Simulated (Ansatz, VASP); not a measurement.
Cu: VASP beside Ansatz

```xyz
2
Lattice="10.0000 0.0000 0.0000 0.0000 9.3000 0.0000 0.0000 0.0000 2.3522" Properties=species:S:1:pos:R:3 pbc="T T T"
Cu    3.9917    4.6500    0.0000
Cu    6.0083    4.6500    1.1761
```

Alike in both runs: functional PBEsol; k mesh 1 × 1 × 16; occupations gaussian, width 0.05 eV; collinear spin.

Ansatz relaxed the structure, and its values are those at the end. VASP's run is a single point on that final structure, the one shown.

|  | VASP | Ansatz |
| --- | --- | --- |
| version | VASP 6.6.1 | Ansatz 0.2.0 |
| potentials or method | VASP PAW PBE potentials, release 64 (Cu) | scalar-relativistic, plane waves, PAW |
| plane-wave cutoff (eV) | 520 | 420 |
| valence electrons in the cell | 22 | 38 |

```tsv
	VASP	Ansatz	Ansatz less VASP
gap on the k mesh at the Fermi level (eV)	none	none	-
rms of the force components (eV/Å)	0.020	0.000	-0.0197
net moment per atom (μB)	0.00	0.00	0.000
```

A gap of «none» marks a metal or a gap that the smearing closes. The functional is the same, so the differences come from potentials, cutoffs and numerics. The two sets of potentials don't hold the same shells in valence. Ansatz warned: «filled_band_counts_differ_across_k_points».

Caveats: the PAW data sets were made with another functional, which shifts forces and pressure a little (VASP).
